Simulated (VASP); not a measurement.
A run of VASP 6.6.1:

Contents of INCAR:

```
SYSTEM = SiC
ALGO = Normal
EDIFF = 1E-6
ENCUT = 520
GGA = PS
ISIF = 2
ISMEAR = 0
LASPH = .True.
LCHARG = .True.
LELF = .True.
LREAL = .False.
LVHAR = .True.
LWAVE = .False.
NBANDS = 11
NELM = 100
PREC = Accurate
SIGMA = 0.01
```

KPOINTS

```
k-points
0
Gamma
  10 10 10
  0 0 0
```

File POSCAR:

```
SiC
1.0
    0.0144756555      2.1711487141      2.1566730586
    2.1711487141      0.0144756555      2.1566730586
    2.1856243696      2.1856243696      0.0000000000
Si C
1 1
Direct
    0.0007367007      0.0007367007     -0.0007367007
    0.2492632993      0.2492632993      0.2507367007
```

Potentials or basis: VASP PAW PBE potentials, release 64 (Si, C).

Run with:

```sh
$ cat potpaw_PBE.64/Si/POTCAR potpaw_PBE.64/C/POTCAR > POTCAR
$ mpirun -np 1 vasp_std > vasp.out
```

Hardware: 1 thread of AMD EPYC 9R45 (Zen 5), on a shared host.

Problem. How long does it take, and how much memory?

Solution. Run time: 18 s on 1 thread of AMD EPYC 9R45 (Zen 5) (shared host), peak memory 0.13 GiB. Counts: scf iterations 12, k points 171.
